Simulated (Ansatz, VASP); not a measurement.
## SiC in VASP and in Ansatz

File POSCAR:

```
SiC
1.0
    3.1056421155      0.0000000000      0.0000000000
   -1.5528210577      2.6895649670      0.0000000000
    0.0000000000      0.0000000000      4.8828945352
Si C
2 2
Direct
    0.3333333333      0.6666666667      0.2500000000
    0.6666666667      0.3333333333      0.7500000000
    0.6666666667      0.3333333333      0.2500000000
    0.3333333333      0.6666666667      0.7500000000
```

INCAR.step1

```
SYSTEM = SiC
  PREC = Accurate
  ENCUT = 520
  ISMEAR = -1
  SIGMA = 0.02
  LREAL = .FALSE.
  LASPH = .TRUE.
  NELM = 80
  NBANDS = 16
  GGA = PE
  ALGO = Normal
  EDIFF = 1E-4
  LWAVE = .TRUE.
  LCHARG = .FALSE.
```

Contents of INCAR.step2:

```
SYSTEM = SiC
  PREC = Accurate
  ENCUT = 520
  EDIFF = 1E-6
  ISMEAR = -1
  SIGMA = 0.02
  LREAL = .FALSE.
  LASPH = .TRUE.
  NELM = 80
  ALGO = Normal
  ISIF = 2
  LWAVE = .FALSE.
  LCHARG = .TRUE.
  METAGGA = R2SCAN
  LMIXTAU = .TRUE.
  LELF = .TRUE.
  LVHAR = .TRUE.
  NBANDS = 16
  ISTART = 1
```

The input KPOINTS:

```
regular mesh
0
G
  9 9 4
  0 0 0
```

Input for Ansatz:

```yaml
crystal:
  lattice:
    - [3.1056421155, 0.0, 0.0]
    - [-1.5528210577, 2.689564967, 0.0]
    - [0.0, 0.0, 4.8828945352]
  atoms:
    - { symbol: Si, position: [0.3333333333, 0.6666666667, 0.25] }
    - { symbol: Si, position: [0.6666666667, 0.3333333333, 0.75] }
    - { symbol: C, position: [0.6666666667, 0.3333333333, 0.25] }
    - { symbol: C, position: [0.3333333333, 0.6666666667, 0.75] }
kpoints:
  mp_grid: { grid: [9, 9, 4] }
hamiltonian:
  xc: r2scan
scf:
  occupations: { method: fermi_dirac, width: 0.02 }
  n_extra_bands: 5
output:
  forces: true
  stress: true
  eigenvalues: true
```

Alike in both runs: task single point; functional r2SCAN; k mesh 9 × 9 × 4; occupations fermi-dirac, width 0.02 eV; no spin polarisation.

|  | VASP | Ansatz |
| --- | --- | --- |
| version | VASP 6.6.1 | Ansatz 0.2.0 |
| potentials or method | VASP PAW PBE potentials, release 64 (Si, C) | plane waves, PAW |
| plane-wave cutoff (eV) | 520 | 500 |
| valence electrons in the cell | 16 | 16 |

|  | VASP | Ansatz | Ansatz less VASP |
| --- | --- | --- | --- |
| pressure (GPa) | 6.9 | 7.2 | +0.27 |
| largest component of the traceless stress (GPa) | 4.23 | 4.63 | +0.400 |

Caveats: the PAW data sets were made with another functional, which shifts forces and pressure a little (VASP); an odd mesh through Γ misses points on the zone boundary, where band edges often lie.
